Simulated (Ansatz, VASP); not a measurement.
## AgCl: VASP beside Ansatz

```
Ag Cl
1.0
     0.00000    2.73500    2.73500
     2.73500    0.00000    2.73500
     2.73500    2.73500    0.00000
Ag Cl
1 1
Direct
  0.00000 0.00000 0.00000
  0.50000 0.50000 0.50000
```

Alike in both runs: task single point; functional PBEsol; k mesh 6 × 6 × 6; occupations gaussian, width 0.1 eV; no spin polarisation.

|  | VASP | Ansatz |
| --- | --- | --- |
| version | VASP 6.6.1 | Ansatz 0.2.0 |
| potentials or method | VASP PAW PBE potentials, release 64 (Ag, Cl) | scalar-relativistic, plane waves, PAW |
| plane-wave cutoff (eV) | 520 | 420 |
| valence electrons in the cell | 18 | 26 |

```csv
,VASP,Ansatz,Ansatz less VASP
gap on the k mesh at the Fermi level (eV),0.72,0.72,+0.003
least direct gap on the mesh (eV),3.23,3.23,-0.002
pressure (GPa),-0.8,-0.7,+0.11
```

With one functional, cell and mesh, what is left measures potentials, basis and numerics. The two sets of potentials don't hold the same shells in valence.

Caveats: the PAW data sets were made with another functional, which shifts forces and pressure a little (VASP). As with any semilocal functional, this PBEsol gap is likely too small. A k mesh can miss the band edges.
